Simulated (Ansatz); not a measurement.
**CdF2: a prediction, then the measurements**

The calculation used DFT PBE, scalar-relativistic, plane waves, PAW (Ansatz 0.2.0).

Plane waves to 420 eV, a k mesh through Γ of 8×8×8 on the computed 3-atom cell and Gaussian smearing (0.02 eV); no spin polarisation.

Relaxed structure:

```cif
data_structure
_symmetry_space_group_name_H-M 'Fm-3m'
_symmetry_Int_Tables_number 225
_cell_length_a 5.4814
_cell_length_b 5.4814
_cell_length_c 5.4814
_cell_angle_alpha 90.000
_cell_angle_beta 90.000
_cell_angle_gamma 90.000
_cell_volume 164.69
loop_
_atom_site_label
_atom_site_type_symbol
_atom_site_symmetry_multiplicity
_atom_site_Wyckoff_symbol
_atom_site_fract_x
_atom_site_fract_y
_atom_site_fract_z
_atom_site_occupancy
Cd1 Cd 4 a 0.00000 0.00000 0.00000 1
F1 F 8 c 0.25000 0.75000 0.75000 1
```

```json
{"Space group": "Fm-3m (No. 225)", "Volume per atom": "13.72 Å³", "Formation energy from the elements' standard states (uncorrected)": "-2.177 eV/atom", "Kohn–Sham band gap": "2.92 eV", "Orbital (Löwdin) character of the top 1 eV of the valence band": "F 2p 89 %, Cd 4d 10 %", "Orbital (Löwdin) character of the lowest 1 eV of the conduction band": "Cd 5s 76 %, F 2s 14 %, F 2p 10 %", "Bader charge by site (e)": "Cd (1 in the cell) 1.48, F (2 in the cell) -0.74"}
```

**Against measurements.**

Measured lattice constant a of CdF2: 5.39 Å (a printed reference work (data compilation)). This calculation gives 5.481 Å (+1.7 %). The calculation is for 0 K without zero-point motion.

It comes from a database structure that was distorted and then relaxed. Kohn–Sham gaps at this level usually fall short of measured ones. Löwdin shares on free-atom orbitals overweight diffuse shells in the empty bands.
